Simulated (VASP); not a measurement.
# Be2C (Fm-3m) in VASP: further runs

The runs below take Be2C through single point, relaxation of cell and atoms, with PBE+D3(BJ).

Program: VASP 6.6.1. These are calculated values, not measurements. Logs are shortened: lines on timing, memory, paths and dates and some standing lists are left out, and cuts for length are marked.

## Step 1: The structure

Symmetry: Fm-3m, No. 225, cubic system. Conventional cell: a = 4.274 Å, b = 4.274 Å, c = 4.274 Å, α = 90.00°, β = 90.00°, γ = 90.00°. Be (site symmetry -43m) is surrounded by 4 C at 1.85 Å. C (site symmetry m-3m) is surrounded by 8 Be at 1.85 Å.

The cell is a database's computed one.

## Step 2: Single point, PBE+D3(BJ)

INCAR reads:

```
SYSTEM = Be2C
PREC = Accurate
ENCUT = 520
EDIFF = 1E-6
ISMEAR = 0
SIGMA = 0.02
LREAL = .FALSE.
LASPH = .TRUE.
NELM = 60
ALGO = Fast
ISIF = 2
LWAVE = .FALSE.
LCHARG = .TRUE.
GGA = PE
IVDW = 12
LELF = .TRUE.
LVHAR = .TRUE.
NBANDS = 11
```

KPOINTS reads:

```
Automatic mesh
0
G
  12 12 12
  0 0 0
```

POSCAR reads:

```
Be2C
1.0
    0.0000000000      2.1371981980      2.1371981980
    2.1371981980      0.0000000000      2.1371981980
    2.1371981980      2.1371981980      0.0000000000
Be C
2 1
Direct
    0.7500000000      0.7500000000      0.7500000000
    0.2500000000      0.2500000000      0.2500000000
    0.0000000000      0.0000000000      0.0000000000
```

Potentials or basis: VASP PAW PBE potentials, release 64 (Be, C).

Command:

```bash
cat potpaw_PBE.64/Be/POTCAR potpaw_PBE.64/C/POTCAR > POTCAR
mpirun -np 1 vasp_std > vasp.out
```

OUTCAR:

```text
SYSTEM = Be2C
   PREC = Accurate
   ENCUT = 520
   EDIFF = 1E-6
   ISMEAR = 0
   LREAL = .FALSE.
   LASPH = .TRUE.
   NELM = 60
   ISIF = 2
   GGA = PE
   IVDW = 12
 IVDW          = 12

 ion  position               nearest neighbor table
   1  0.750  0.750  0.750-   3 1.85   3 1.85   3 1.85   3 1.85   2 2.14   2 2.14   2 2.14   2 2.14
                             2 2.14   2 2.14
   2  0.250  0.250  0.250-   3 1.85   3 1.85   3 1.85   3 1.85   1 2.14   1 2.14   1 2.14   1 2.14
                             1 2.14   1 2.14
   3  0.000  0.000  0.000-   1 1.85   1 1.85   1 1.85   1 1.85   2 1.85   2 1.85   2 1.85   2 1.85

  LATTYP: Found a face centered cubic cell.
 ALAT       =     4.2743963960

  Lattice vectors:

 A1 = (   0.0000000000,   2.1371981980,   2.1371981980)
 A2 = (   2.1371981980,   0.0000000000,   2.1371981980)
 A3 = (   2.1371981980,   2.1371981980,   0.0000000000)

Analysis of symmetry for initial positions (statically):
=====================================================================
 Subroutine PRICEL returns:
 Original cell was already a primitive cell.

 Routine SETGRP: Setting up the symmetry group for a
 face centered cubic supercell.

 Subroutine GETGRP returns: Found 48 space group operations
 (whereof 48 operations were pure point group operations)
 out of a pool of 48 trial point group operations.

The static configuration has the point symmetry O_h .

Analysis of symmetry for dynamics (positions and initial velocities):
=====================================================================
 Subroutine PRICEL returns:
 Original cell was already a primitive cell.

 Routine SETGRP: Setting up the symmetry group for a
 face centered cubic supercell.

 Subroutine GETGRP returns: Found 48 space group operations
 (whereof 48 operations were pure point group operations)
 out of a pool of 48 trial point group operations.

The dynamic configuration has the point symmetry O_h .

 Subroutine INISYM returns: Found 48 space group operations
 (whereof 48 operations are pure point group operations),
 and found     1 'primitive' translations

----------------------------------------------------------------------------------------

                                     Primitive cell

  volume of cell :      19.5238

  direct lattice vectors                    reciprocal lattice vectors
     0.000000000  2.137198198  2.137198198    -0.233951161  0.233951161  0.233951161
     2.137198198  0.000000000  2.137198198     0.233951161 -0.233951161  0.233951161
     2.137198198  2.137198198  0.000000000     0.233951161  0.233951161 -0.233951161

  length of vectors
     3.022454677  3.022454677  3.022454677     0.405215298  0.405215298  0.405215298

  position of ions in fractional coordinates (direct lattice)
     0.750000000  0.750000000  0.750000000
     0.250000000  0.250000000  0.250000000
     0.000000000  0.000000000  0.000000000

  ion indices of the primitive-cell ions
   primitive index   ion index
                 1           1
                 2           2
                 3           3

----------------------------------------------------------------------------------------

 KPOINTS: Automatic mesh

Automatic generation of k-mesh.
 Grid dimensions read from file:
 generate k-points for:   12   12   12

 Generating k-lattice:

  Cartesian coordinates                     Fractional coordinates (reciprocal lattice)
    -0.019495930  0.019495930  0.019495930     0.083333333  0.000000000  0.000000000
     0.019495930 -0.019495930  0.019495930     0.000000000  0.083333333  0.000000000
     0.019495930  0.019495930 -0.019495930     0.000000000  0.000000000  0.083333333

  Length of vectors
     0.033767941  0.033767941  0.033767941

  Shift w.r.t. Gamma in fractional coordinates (k-lattice)
     0.000000000  0.000000000  0.000000000

 Subroutine IBZKPT returns following result:
 ===========================================

 Found     72 irreducible k-points:

 Following reciprocal coordinates:
            Coordinates               Weight
  0.000000  0.000000  0.000000      1.000000
  0.083333  0.000000  0.000000      8.000000
  0.166667  0.000000  0.000000      8.000000
  0.250000  0.000000  0.000000      8.000000
  0.333333  0.000000  0.000000      8.000000
  0.416667  0.000000  0.000000      8.000000
[... 16 lines left out ...]
  0.500000  0.166667  0.000000     24.000000
 -0.416667  0.166667  0.000000     24.000000
 [... further k-points ...]
   k-points           NKPTS =     72   k-points in BZ     NKDIM =     72   number of bands    NBANDS=     11
   number of dos      NEDOS =    301   number of ions     NIONS =      3
   total plane-waves  NPLWV =  13824
   dimension x,y,z NGX =    24 NGY =   24 NGZ =   24
   dimension x,y,z NGXF=    48 NGYF=   48 NGZF=   48
   ions per type =               2   1
   NGX,Y,Z   is equivalent  to a cutoff of  13.20, 13.20, 13.20 a.u.
   NGXF,Y,Z  is equivalent  to a cutoff of  26.40, 26.40, 26.40 a.u.
 SYSTEM =  Be2C
   PREC   = accura    normal or accurate (medium, high low for compatibility)
   ISTART =      0    job   : 0-new  1-cont  2-samecut
   ICHARG =      2    charge: 1-file 2-atom 10-const
   ISPIN  =      1    spin polarized calculation?
   LNONCOLLINEAR =      F non collinear calculations
   LSORBIT =      F    spin-orbit coupling
   LASPH  =      T    aspherical Exc in radial PAW
   ENCUT  =  520.0 eV  38.22 Ry    6.18 a.u.   5.62  5.62  5.62*2*pi/ulx,y,z
   NELM   =     60;   NELMIN=  2; NELMDL= -5     # of ELM steps
   EDIFF  = 0.1E-05   stopping-criterion for ELM
   LREAL  =      F    real-space projection
   EDIFFG = 0.1E-04   stopping-criterion for IOM
   NSW    =      0    number of steps for IOM
   IBRION =     -1    ionic relax: 0-MD 1-quasi-New 2-CG
   NFREE  =      0    steps in history (QN), initial steepest desc. (CG)
   ISIF   =      2    stress and relaxation
   ISYM   =      2    0-nonsym 1-usesym 2-fastsym
   POTIM  = 0.5000    time-step for ionic-motion
   TEBEG  =    0.0;   TEEND  =   0.0 temperature during run
   PSTRESS=    0.0 pullay stress
   NELECT =       8.0000    total number of electrons
   NUPDOWN=      -1.0000    fix difference up-down
   EMIN   =  10.00;   EMAX   =-10.00  energy-range for DOS
   EFERMI =   0.00;   METHOD = LEGACY
   ISMEAR =     0;   SIGMA  =   0.02  broadening in eV -4-tet -1-fermi 0-gaus
   EFERMI_NEDOS =   21; number of points for ismear=-14 and -15
   IALGO  =     68    algorithm
   IMIX   =      4    mixing-type and parameters
     AMIX     =   0.40;   BMIX     =  1.00
     AMIX_MAG =   1.60;   BMIX_MAG =  1.00
  volume/ion in A,a.u.               =       6.51        43.92
  Fermi-wavevector in a.u.,A,eV,Ry     =   1.215953  2.297817 20.116772  1.478541
  Thomas-Fermi vector in A             =   2.351323
   LORBIT       =      0    0 simple, 1 ext, 2 COOP (PROOUT), +10 PAW based schemes
   GGA     = PE    functional components
   LHFCALC =     F    Hartree Fock is set to
   AEXX    =    0.0000 exact exchange contribution
   IVDW    =    12    specifies the selected vdW correction
   LEPSILON=     F    determine dielectric tensor
   LRPA    =     F    only Hartree local field effects (RPA)
 non-spin polarized calculation
 RMM-DIIS sequential band-by-band and
 Gauss-broadening in eV      SIGMA  =   0.02
  energy-cutoff  :      520.00
  volume of cell :       19.52
 maximum number of plane-waves:       544
   NGX = 11   NGY = 11   NGZ = 11

 number of electron       7.9999999 magnetization

 Free energy of the ion-electron system (eV)
  ---------------------------------------------------
  ext. energy  EPLUGINS =         0.00000000
  ---------------------------------------------------
  free energy    TOTEN  =       -17.43520492 eV

  energy without entropy =      -17.43520492  energy(sigma->0) =      -17.43520492

 E-fermi :   8.2055     XC(G=0): -11.5888

 val. band max:        8.1069003611   @ k =   0.0000   0.0000   0.0000
 cond. band min:       9.2795462762   @ k =   0.5000   0.5000   0.0000
 fundamental gap:      1.1726459151
 Fermi energy:         8.2054587192

 k-point     1 :       0.0000    0.0000    0.0000
  band No.  band energies     occupation
      1      -7.2158      2.00000
      2       8.1069      2.00000
      3       8.1069      2.00000
      4       8.1069      2.00000
      5      12.3052      0.00000
      6      12.3052      0.00000
      7      12.3052      0.00000
      8      15.2850      0.00000
      9      21.5750      0.00000
     10      21.5750      0.00000
     11      21.5750      0.00000

 k-point     2 :       0.0833    0.0000    0.0000
  band No.  band energies     occupation
      1      -7.1025      2.00000
      2       7.1017      2.00000
      3       7.8776      2.00000
      4       7.8776      2.00000
      5      12.6392      0.00000
      6      12.6392      0.00000
      7      12.9861      0.00000
      8      15.5261      0.00000
      9      20.7200      0.00000
     10      20.7200      0.00000
     11      21.8699      0.00000

 k-point     3 :       0.1667    0.0000    0.0000
  band No.  band energies     occupation
      1      -6.7650      2.00000
      2       5.1759      2.00000
      3       7.3890      2.00000
      4       7.3890      2.00000
      5      13.3102      0.00000
      6      13.3102      0.00000
      7      13.9279      0.00000
      8      16.2053      0.00000
      9      19.7067      0.00000
     10      19.7067      0.00000
     11      22.7168      0.00000
[... 267 lines left out ...]
 k-point    23 :       0.5000    0.1667    0.0000
  band No.  band energies     occupation
      1      -4.1665      2.00000
      2      -0.1466      2.00000
      3       4.7615      2.00000
      4       5.1438      2.00000
      5      12.6606      0.00000
      6      15.3115      0.00000
      7      16.8923      0.00000
      8      18.0910      0.00000
      9      21.3496      0.00000
     10      23.2297      0.00000
     11      25.8732      0.00000

 k-point    24 :      -0.4167    0.1667    0.0000
  band No.  band energies     occupation
      1      -4.0210      2.00000
      2      -0.3719      2.00000
      3       4.3783      2.00000
      4       5.4814      2.00000
      5      12.9459      0.00000
      6      15.0024      0.00000
      7      16.8421      0.00000
      8      19.1328      0.00000
      9      21.4002      0.00000
     10      21.7882      0.00000
     11      25.6954      0.00000

 [... further k-points ...]

------------------------ aborting loop because EDIFF is reached ----------------------------------------

 Edisp (eV)   -0.97353

 E8    (eV) :    -0.3249

  FORCE on cell =-STRESS in cart. coord.  units (eV):
  Direction    XX          YY          ZZ          XY          YZ          ZX
  --------------------------------------------------------------------------------------
  -------------------------------------------------------------------------------------
  Total       0.04862     0.04862     0.04862     0.00000     0.00000    -0.00000
  in kB       3.98976     3.98976     3.98976     0.00000     0.00000    -0.00000
  external pressure =        3.99 kB  Pullay stress =        0.00 kB

 VOLUME and BASIS-vectors are now :
 -----------------------------------------------------------------------------
  energy-cutoff  :      520.00
  volume of cell :       19.52
      direct lattice vectors                 reciprocal lattice vectors
     0.000000000  2.137198198  2.137198198    -0.233951161  0.233951161  0.233951161
     2.137198198  0.000000000  2.137198198     0.233951161 -0.233951161  0.233951161
     2.137198198  2.137198198  0.000000000     0.233951161  0.233951161 -0.233951161

 POSITION                                       TOTAL-FORCE (eV/Angst)
 -----------------------------------------------------------------------------------
      3.20580      3.20580      3.20580        -0.000000     -0.000000     -0.000000
      1.06860      1.06860      1.06860         0.000000      0.000000      0.000000
      0.00000      0.00000      0.00000        -0.000000     -0.000000     -0.000000
 -----------------------------------------------------------------------------------
    total drift:                               -0.000000     -0.000000      0.000000

  FREE ENERGIE OF THE ION-ELECTRON SYSTEM (eV)
  ---------------------------------------------------
  free  energy   TOTEN  =       -18.4087392151 eV

  energy  without entropy=      -18.4087392151  energy(sigma->0) =      -18.40873922
```

Run time: 5.3 s. Hardware: 1 thread of Intel Xeon 6975P-C (Granite Rapids), shared host; peak memory 0.15 GiB.

What came out:

```
Free energy                : -18.4087 eV
Pressure                   : 0.4 GPa
Band gap on the k mesh     : 1.17 eV, indirect (least direct gap 4.20 eV)
Dispersion energy per atom : -0.325 eV
```

A k mesh can miss the band edges. PBE gaps usually lie below the measured ones, often by a third to a half.

## Step 3: Relaxation of cell and atoms, PBE+D3(BJ)

INCAR reads:

```
SYSTEM = Be2C
ALGO = Fast
EDIFF = 1E-6
EDIFFG = -0.01
ENCUT = 600
GGA = PE
IBRION = 2
ISIF = 3
ISMEAR = 0
IVDW = 12
LASPH = .TRUE.
LCHARG = .FALSE.
LREAL = .FALSE.
LWAVE = .FALSE.
NELM = 60
NSW = 100
PREC = Accurate
SIGMA = 0.02
```

KPOINTS reads:

```
k-points
0
G
  12 12 12
  0 0 0
```

POSCAR reads:

```
Be2C
1.0
    0.0000000000      2.1367857876      2.1367857876
    2.1367857876      0.0000000000      2.1367857876
    2.1367857876      2.1367857876      0.0000000000
Be C
2 1
Direct
    0.7500000000      0.7500000000      0.7500000000
    0.2500000000      0.2500000000      0.2500000000
    0.0000000000      0.0000000000      0.0000000000
```

Potentials or basis: VASP PAW PBE potentials, release 64 (Be, C).

Command:

```bash
cat potpaw_PBE.64/Be/POTCAR potpaw_PBE.64/C/POTCAR > POTCAR
mpirun -np 1 vasp_std > vasp.out
```

Run time: 6.8 s. Hardware: 1 thread of Intel Xeon 6975P-C (Granite Rapids), shared host; peak memory 0.15 GiB.

It converged, with:

```yaml
Free_energy: -18.4101 eV
Relaxed_volume: 6.52 Å³/atom
Relaxed_cell: a = 3.024 Å, b = 3.024 Å, c = 3.024 Å, α = 60.00°, β = 60.00°, γ = 60.00°
Space_group_after_relaxing_to_0.05_Å: Fm-3m (No. 225)
Energy_gained_by_relaxing: 0.0 meV/atom
Ionic_steps: 2
Pressure_after_relaxing: -0.1 GPa
Band_gap_on_the_k_mesh: 1.17 eV, indirect (least direct gap 4.20 eV)
Dispersion_energy_per_atom: -0.324 eV
```

Final structure:
```
CELL_PARAMETERS angstrom
0.00000 2.13852 2.13852
2.13852 0.00000 2.13852
2.13852 2.13852 0.00000
ATOMIC_POSITIONS crystal
Be 0.75000 0.75000 0.75000
Be 0.25000 0.25000 0.25000
C 0.00000 0.00000 0.00000
```

Levels at points of the mesh, in eV from the valence-band top:
```tsv
k point	band 1	band 2	band 3	band 4	band 5	band 6	band 7	band 8
(0.00, 0.00, 0.00)	-15.31	0.00	0.00	0.00	4.20	4.20	4.20	7.16
(0.50, 0.00, 0.00)	-12.35	-8.95	-1.89	-1.89	5.08	5.08	7.40	10.05
(0.50, 0.50, 0.00)	-11.60	-6.91	-4.88	-4.88	1.17	5.98	13.64	13.64
```

A k mesh can miss the band edges. As with any semilocal functional, this PBE gap is likely too small.

## Step 4: Single point, PBE+D3(BJ)

INCAR reads:

```
SYSTEM = Be2C
  PREC = Accurate
  ENCUT = 520
  EDIFF = 1E-6
  ISMEAR = 0
  SIGMA = 0.1
  LREAL = .False.
  LASPH = .True.
  NELM = 100
  ALGO = Normal
  ISIF = 2
  LWAVE = .False.
  LCHARG = .False.
  GGA = PE
  IVDW = 12
  NBANDS = 11
```

KPOINTS reads:

```
regular mesh
0
Gamma
  6 6 6
  0 0 0
```

POSCAR is that of step 3.

Command:

```bash
cat potpaw_PBE.64/Be/POTCAR potpaw_PBE.64/C/POTCAR > POTCAR
mpirun -np 1 vasp_std > vasp.out
```

It took 2.1 s on 1 thread of Intel Xeon 6975P-C (Granite Rapids), shared host; peak memory 0.14 GiB.

It converged, with:

```yaml
Free_energy: -18.4028 eV
Pressure: 0.5 GPa
Band_gap_on_the_k_mesh: 1.17 eV, indirect (least direct gap 4.20 eV)
Dispersion_energy_per_atom: -0.325 eV
```

Levels at points of the mesh, in eV from the valence-band top:
```tsv
k point	band 1	band 2	band 3	band 4	band 5	band 6	band 7	band 8
(0.00, 0.00, 0.00)	-15.33	0.00	0.00	0.00	4.20	4.20	4.20	7.18
(0.50, 0.00, 0.00)	-12.37	-8.97	-1.89	-1.89	5.08	5.08	7.43	10.06
(0.50, 0.50, 0.00)	-11.61	-6.92	-4.89	-4.89	1.17	5.99	13.67	13.67
```

Caveat: the k mesh is coarse (spacing up to 0.42 Å⁻¹), so the values aren't converged. A k mesh can miss the band edges.

## Step 5: Summary

| task | cell | k mesh | cutoff (eV) | smearing | mesh quality | gap on the mesh (eV) | pressure (GPa) |
| --- | --- | --- | --- | --- | --- | --- | --- |
| single point | Fm-3m, 6.51 Å³/atom | 12 × 12 × 12 | 520 | gaussian 0.02 eV | not flagged | 1.17 | 0.4 |
| relaxation of cell and atoms | relaxed | 12 × 12 × 12 | 600 | gaussian 0.02 eV | not flagged | 1.17 | -0.1 |
| single point | Fm-3m, 6.5 Å³/atom | 6 × 6 × 6 | 520 | gaussian 0.1 eV | coarse | 1.17 | 0.5 |

Alike in all rows: level PBE+D3(BJ); potentials or basis VASP PAW PBE potentials, release 64 (Be, C); no spin polarisation.

Caveats: some runs use coarse meshes.

Total energies depend on the potentials used, so only differences within one code and one set of settings carry meaning.
